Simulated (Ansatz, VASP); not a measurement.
**Two plane-wave programs on Al2Cu**

INCAR

```
SYSTEM = Al2Cu
PREC     = Accurate       ! precision mode
ENCUT    = 520            ! plane-wave cutoff, eV
EDIFF    = 1E-7           ! SCF threshold, eV
ISMEAR   = -1             ! smearing method
SIGMA    = 0.05           ! smearing width, eV
LREAL    = .False.        ! projectors in reciprocal space
LASPH    = .True.         ! aspherical terms in the spheres
NELM     = 80             ! most SCF steps
ALGO     = Fast           ! electronic algorithm
ISIF     = 2              ! what is computed and relaxed
LWAVE    = .False.        ! write WAVECAR
LCHARG   = .False.        ! write CHGCAR
GGA      = PS             ! functional
NBANDS   = 16             ! bands
```

The input KPOINTS:

```
regular mesh
0
Gamma
  7 7 9
  0 0 0
```

File POSCAR:

```
Al2Cu
1.0
    4.1051820000      0.0000000000      0.0000000000
    0.0000000000      4.1051820000      0.0000000000
    0.0000000000      0.0000000000      2.8913130000
Cu Al
1 2
Direct
    0.0000000000      0.0000000000      0.0000000000
    0.0000000000      0.5000000000      0.5000000000
    0.5000000000      0.0000000000      0.5000000000
```

Contents of input.yaml:

```yaml
crystal:
  lattice:
    - [4.105182, 0.0, 0.0]
    - [0.0, 4.105182, 0.0]
    - [0.0, 0.0, 2.891313]
  atoms:
    - { symbol: Cu, position: [0.0, 0.0, 0.0] }
    - { symbol: Al, position: [0.0, 0.5, 0.5] }
    - { symbol: Al, position: [0.5, 0.0, 0.5] }
hamiltonian:
  xc: pbesol
  pseudopotentials: { kind: paw }
kpoints:
  mp_grid: { grid: [7, 7, 9] }
scf:
  occupations: { method: fermi_dirac, width: 0.05 }
output:
  forces: true
  stress: true
  eigenvalues: true
```

The cell comes from a database or a generator and needn't be the stable form of this composition.

Alike in both runs: task single point; functional PBEsol; k mesh 7 × 7 × 9; occupations fermi-dirac, width 0.05 eV; no spin polarisation.

```csv
,VASP,Ansatz
version,VASP 6.6.1,Ansatz 0.2.0
potentials or method,"VASP PAW PBE potentials, release 64 (Cu, Al)",Ansatz PAW
plane-wave cutoff (eV),520,420
valence electrons in the cell,17,25
```

Ansatz gave:

* gap on the k mesh at the Fermi level (eV): none
* pressure (GPa): -2.4
* largest component of the traceless stress (GPa): 0.90

What did VASP give for the same quantities?

gap on the k mesh at the Fermi level (eV): none; pressure (GPa): -2.2; largest component of the traceless stress (GPa): 0.90.

A gap of «none» marks a metal or a gap that the smearing closes. The two sets of potentials don't hold the same shells in valence.

Caveats: the PAW data sets were made with another functional, which shifts forces and pressure a little (VASP); the PAW data sets come from PBE, with cores solved anew for the run's functional, which leaves a small shift of forces and pressure (Ansatz).
